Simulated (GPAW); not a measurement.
A run of GPAW 26.7.0:

run.py

```python
from ase.dft.bandgap import bandgap
from ase.io import read, write
from ase.units import GPa
from gpaw import GPAW, PW, setup_paths

setup_paths.insert(0, '.')

atoms = read('Cr.xyz')
atoms.set_initial_magnetic_moments([3.0])

calc = GPAW(mode=PW(600),
            xc='GGA_X_PW91+GGA_C_PW91',
            kpts={'size': (12, 12, 12), 'gamma': True},
            occupations={'name': 'fermi-dirac', 'width': 0.05},
            nbands=11,
            convergence={'density': 1e-05, 'energy': 1e-05},
            maxiter=150,
            txt='gpaw.txt')
atoms.calc = calc
energy = atoms.get_potential_energy()
forces = atoms.get_forces()
stress = atoms.get_stress()
calc.write('gs.gpw')
write('result.traj', atoms)
print(f'Energy: {energy:.6f} eV')
print('Forces (eV/A):')
print(forces.round(4))
print('Stress (GPa):', (stress / GPa).round(3))
print('Moments:', calc.get_magnetic_moments().round(3))
print('Fermi level:', round(calc.get_fermi_level(), 4), 'eV')
print(f'Gap: {bandgap(calc)[0]:.4f} eV, direct: {bandgap(calc, direct=True)[0]:.4f} eV')
```

Contents of Cr.xyz:

```xyz
1
Lattice="-1.4844496776 1.4844496776 1.4844496776 1.4844496776 -1.4844496776 1.4844496776 1.4844496776 1.4844496776 -1.4844496776" Properties=species:S:1:pos:R:3 pbc="T T T"
Cr     0.0000000000      0.0000000000      0.0000000000
```

Potentials or basis: PAW data sets generated in the run's folder for this functional, pw.

Run with:

```sh
$ gpaw-setup -f GGA_X_PW91+GGA_C_PW91 Cr
$ OMP_NUM_THREADS=1 python run.py
```

Hardware: 1 thread of Intel(R) Xeon(R) Platinum 8375C CPU @ 2.90GHz (Ice Lake), with other jobs on the host.

Question: Estimate the wall time of this run.

Answer: It took 31 s on 1 thread of Intel(R) Xeon(R) Platinum 8375C CPU @ 2.90GHz (Ice Lake) (shared host), peak memory 0.14 GiB. Counts: scf iterations 14, plane waves 466, bands 11, k points 72.
